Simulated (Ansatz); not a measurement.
# AlAs: response to equal strain of all cell vectors

How does AlAs answer equal strain of all cell vectors between -6 and +6 %? At each strain the shape is held and the atoms relax, within the symmetry that is left.

Method: DFT PBEsol, scalar-relativistic, plane waves, PAW, in Ansatz 0.2.0.

2 further runs of the same task are left out: 2 set aside as unsound or not needed.

## Step 1: Starting point

Symmetry: F-43m, No. 216, cubic system. The conventional cell has a = 5.676 Å, b = 5.676 Å, c = 5.676 Å, α = 90.00°, β = 90.00°, γ = 90.00°. Al (site symmetry -43m) is surrounded by 4 As at 2.46 Å. As (site symmetry -43m) has 4 Al at 2.46 Å as nearest neighbours.

Structure file:

```xyz
4
Lattice="2.8379 2.8379 0.0000 -2.8379 2.8379 0.0000 0.0000 0.0000 5.6758" Properties=species:S:1:pos:R:3 pbc="T T T"
Al    0.0000    0.0000    0.0000
Al    0.0000    2.8379    2.8379
As    1.4190    1.4190    1.4190
As   -1.4190    1.4190    4.2569
```

It goes back to an entry of the Materials Project.

## Step 2: Zero strain

File input.yaml:

```yaml
crystal:
  lattice:
    - [2.8379008005, 2.8379008005, 0.0]
    - [-2.8379008005, 2.8379008005, 0.0]
    - [0.0, 0.0, 5.675801601]
  atoms:
    - { symbol: Al, position: [0.0, 0.0, 0.0] }
    - { symbol: Al, position: [0.5, 0.5, 0.5] }
    - { symbol: As, position: [0.5, 0.0, 0.25] }
    - { symbol: As, position: [0.0, 0.5, 0.75] }
basis:
  ecutwfc: 420
kpoints:
  mp_grid: { grid: [8, 8, 6] }
hamiltonian:
  xc: pbesol
scf:
  occupations: { method: gaussian, width: 0.02 }
output:
  forces: true
  stress: true
  eigenvalues: true
```

Command:

```sh
$ ansatz run input.yaml --threads 1 --pin off --max-ram 2560MiB --backend cpu --events-out ev --progress --plain --runs-dir out
```

Further runs follow: the gap over the whole zone; strain -2.0 %; band edges over the zone at -2.0 %; the cell strained by +2.0 %; band edges over the zone at +2.0 %; strain -4.0 %; the gap over the whole zone at -4.0 %; strain +4.0 %; the gap over the whole zone at +4.0 %; strain -6.0 %; the gap over the whole zone at -6.0 %; At +6.0 %; seeking the band edges at +6.0 %.

**Question.** What will these runs give? Wanted: (1/V) d²E/dε² at zero strain, cubic fit; gap shift, negative and positive side.

As calculated:

| quantity | value |
| --- | --- |
| largest energy cost | 202.0 meV/atom at -6.0 % |
| (1/V) d²E/dε² at zero strain, cubic fit | 664 GPa |
| gap shift, negative and positive side | +54, +47 meV per % |

In words: From the curvature follows nine times the bulk modulus at fixed shape: 664 GPa. Compression by 6 % costs 202.0 meV/atom and stretching 138.3. The gap runs from 0.98 eV at -6.0 % through 1.34 to 0.63 eV at +6.0 %.
